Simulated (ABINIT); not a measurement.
Runs of ABINIT 10.8.3 (patched build) on TePb. It takes space group Fm-3m (No. 225, cubic). The conventional cell has a = 6.462 Å, b = 6.462 Å, c = 6.462 Å, α = 90.00°, β = 90.00°, γ = 90.00°. Pb (site symmetry m-3m) has 6 Te at 3.23 Å as nearest neighbours. Te (site symmetry m-3m) is surrounded by 6 Pb at 3.23 Å. 

```tsv
level	potentials or basis	smearing	share of exact exchange	dielectric constant that sets the share	pressure (GPa)
PBE0	SG15 NC PBE v1.2	fermi-dirac 0.05 eV	0.5	-	-2.7
PBE-EpsX	SPMS NC PBE v1.0	fixed	-	26.58	1.7
PBE0	SG15 NC PBE v1.2	fermi-dirac 0.05 eV	0.15	-	(a)
PBE0	SG15 NC PBE v1.2	fermi-dirac 0.05 eV	0.25	-	(b)
PBE0	SG15 NC PBE v1.2	fermi-dirac 0.05 eV	0.35	-	-1.2
PBE0	SG15 NC PBE v1.2	fermi-dirac 0.05 eV	0.05	-	1.6
```

Alike in all rows: task single point; no spin polarisation; cell as given; k mesh 3 × 3 × 3; cutoff (eV) 707; the mesh is coarse, so values aren't converged.

**Question.** Fill in the values left out.

**Answer.** (a) 0.6; (b) -0.3.

Caveats: all runs use coarse meshes; the potentials were made for another functional, which shifts forces and pressure.

Runs at the PBE level aren't shown here.
